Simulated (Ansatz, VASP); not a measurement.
# Al2Ru: VASP beside Ansatz

```
Al Ru
1.0
    -1.56042    1.56042    4.22181
     1.56042   -1.56042    4.22181
     1.56042    1.56042   -4.22181
Al Ru
2 1
Direct
  0.65920 0.65920 0.00000
  0.34080 0.34080 0.00000
  0.00000 0.00000 0.00000
```

Alike in both runs: task single point; functional PBEsol; k mesh 6 × 6 × 6; occupations gaussian, width 0.1 eV; no spin polarisation.

|  | VASP | Ansatz |
| --- | --- | --- |
| version | VASP 6.6.1 | Ansatz 0.2.0 |
| potentials or method | VASP PAW PBE potentials, release 64 (Al, Ru_pv) | scalar-relativistic, plane waves, PAW |
| plane-wave cutoff (eV) | 520 | 420 |
| valence electrons in the cell | 20 | 22 |

```csv
,VASP,Ansatz,Ansatz less VASP
gap on the k mesh at the Fermi level (eV),0.08,0.08,+0.002
least direct gap on the mesh (eV),0.51,0.51,+0.001
pressure (GPa),-0.4,-0.4,-0.07
largest component of the traceless stress (GPa),0.22,0.23,+0.015
rms of the force components (eV/Å),0.012,0.012,+0.0004
```

Atom by atom the forces differ by 0.000 eV/Å (rms over components). The functional is the same, so the differences come from potentials, cutoffs and numerics. The two sets of potentials don't hold the same shells in valence.

Caveats: the k mesh is coarse (spacing up to 0.47 Å⁻¹), so the values aren't converged; the PAW data sets were made with another functional, which shifts forces and pressure a little (VASP).
